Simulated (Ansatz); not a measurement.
## P: how the k-point mesh moves the results

The calculation used DFT PBE, scalar-relativistic, plane waves, PAW (Ansatz).

```cif
data_structure
_symmetry_space_group_name_H-M 'P 1'
_symmetry_Int_Tables_number 1
_cell_length_a 2.4247
_cell_length_b 2.4385
_cell_length_c 4.8525
_cell_angle_alpha 90.000
_cell_angle_beta 90.240
_cell_angle_gamma 90.000
_cell_volume 28.69
loop_
_atom_site_label
_atom_site_type_symbol
_atom_site_fract_x
_atom_site_fract_y
_atom_site_fract_z
_atom_site_occupancy
P1 P 0.00000 0.00000 0.25057 1
P2 P 0.00000 0.00000 0.74943 1
```

```json
{
 "plane-wave cutoff": "420 eV",
 "occupation rule": "Gaussian smearing, 0.1 eV",
 "spin treatment": "unpolarised"
}
```

The atoms stay fixed while the k-point mesh is varied. ΔE is the energy extrapolated to zero smearing, less that of the reference run (28×28×14). The cell isn't necessarily relaxed at this level. The meshes are Γ-centred. Pressure is positive in compression.

Times are rough; the reference took 44 s on 2 threads of Arm Neoverse N1, with other jobs on the host, peak memory 1 GiB.

(1) Tried: 1×1×1, 4×4×2, 6×6×4, 8×8×4, 10×10×6, 12×12×6, 14×14×8, 16×16×8, 18×18×10, 22×22×12, 24×24×12, 28×28×14. From which k-point mesh on does the energy per atom stay within 100, 10 and 1 meV of the reference?

## Answers

(1) 6×6×4 for 100 meV, 14×14×8 for 10 meV, none but the reference for 1 meV. The reference itself isn't shown to be converged. At 14×14×8, where the energy is within 10 meV, force components still miss by up to 0.011 eV/Å, where the largest force is 0.010 eV/Å.

```tsv
mesh	ΔE (meV/atom)	P (GPa)	largest change of a force component (eV/Å)	irreducible points	wall time (s)
1×1×1	6345	81.28	0.032	1	0.46
4×4×2	346	2.63	0.083	18	0.67
6×6×4	-20.6	2.41	0.038	56	1.2
8×8×4	32.3	2.15	0.073	90	1.6
10×10×6	-3.43	1.78	0.023	192	2.9
12×12×6	19.2	1.55	0.013	266	3.9
14×14×8	-1.18	2.49	0.011	464	6.9
16×16×8	-4.55	2.53	0.010	594	8.8
18×18×10	5.54	2.57	0.006	920	18
22×22×12	1.27	2.20	0.001	1608	33
24×24×12	5.10	2.03	0.003	1898	28
28×28×14	0.00	2.33	0.000	2970	44
```

This simple cubic form isn't the element's structure at ambient conditions.